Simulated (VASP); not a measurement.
## VASP 6.6.1 run: Si

INCAR

```
LASPH = .TRUE.
GGA = PE
ISIF = 2
LWAVE = .FALSE.
NSW = 0
PREC = Accurate
NBANDS = 11
NELM = 120
ENCUT = 520
LCHARG = .FALSE.
EDIFF = 1E-7
IBRION = -1
ISMEAR = -1
SIGMA = 0.02
LREAL = .FALSE.
```

KPOINTS

```
KPOINTS created by Atomic Simulation Environment
0
Monkhorst-Pack
8 8 8
0 0 0
```

POSCAR

```
Si
 1.0000000000000000
    -0.0000000000000000    2.7221188956873603    2.7221188956873603
     2.7221188956873603   -0.0000000000000000    2.7221188956873603
     2.7221188956873603    2.7221188956873603   -0.0000000000000000
 Si
   2
Cartesian
  0.0000000000000000 -0.0000000000000000 -0.0000000000000000
  1.3610594478436802  1.3610594478436802  1.3610594478436802
```

The recommended PBE PAW datasets give the neutral cell 8 valence electrons.

Command

```
mpirun -np 1 vasp_std
```

Problem. Predict the outcome of this run.

Solution. It converged. Results: gap between bands v and c on the k mesh 0.83 eV; least direct gap on the k mesh 2.70 eV; pressure 1.2 GPa. Band v is the last that the valence electrons fill when counted band by band, and c is the next.

OSZICAR

```
N       E                     dE             d eps       ncg     rms          rms(c)
DAV:   1     0.592024815207E+01    0.59202E+01   -0.32375E+03  1328   0.568E+02
DAV:   2    -0.105217448460E+02   -0.16442E+02   -0.15507E+02  1731   0.832E+01
DAV:   3    -0.110198430717E+02   -0.49810E+00   -0.49692E+00  1733   0.121E+01
DAV:   4    -0.110234830946E+02   -0.36400E-02   -0.36396E-02  1537   0.131E+00
DAV:   5    -0.110235192011E+02   -0.36106E-04   -0.36106E-04  1688   0.119E-01    0.483E+00
DAV:   6    -0.109020564829E+02    0.12146E+00   -0.68971E-02  1473   0.108E+00    0.294E+00
DAV:   7    -0.108463522779E+02    0.55704E-01   -0.13357E-01  1506   0.161E+00    0.177E-01
DAV:   8    -0.108476117266E+02   -0.12594E-02   -0.59572E-03  1500   0.415E-01    0.800E-02
DAV:   9    -0.108478192221E+02   -0.20750E-03   -0.19938E-04  1646   0.863E-02    0.592E-02
DAV:  10    -0.108478441295E+02   -0.24907E-04   -0.21468E-05  1557   0.268E-02    0.548E-03
DAV:  11    -0.108478447137E+02   -0.58426E-06   -0.20687E-06  1641   0.746E-03    0.317E-03
DAV:  12    -0.108478448392E+02   -0.12550E-06   -0.43515E-07  1491   0.413E-03    0.194E-03
DAV:  13    -0.108478448833E+02   -0.44065E-07   -0.44091E-09   951   0.450E-04
   1 F= -.10847845E+02 E0= -.10847845E+02  d E =-.249706E-10
```

The shifted mesh misses Γ, so a band edge there is missed.

For comparison, a separate PBE run of the intended cell, on usual settings and not on those above, gives a gap of 0.63 eV on its mesh and a pressure of 1.2 GPa.
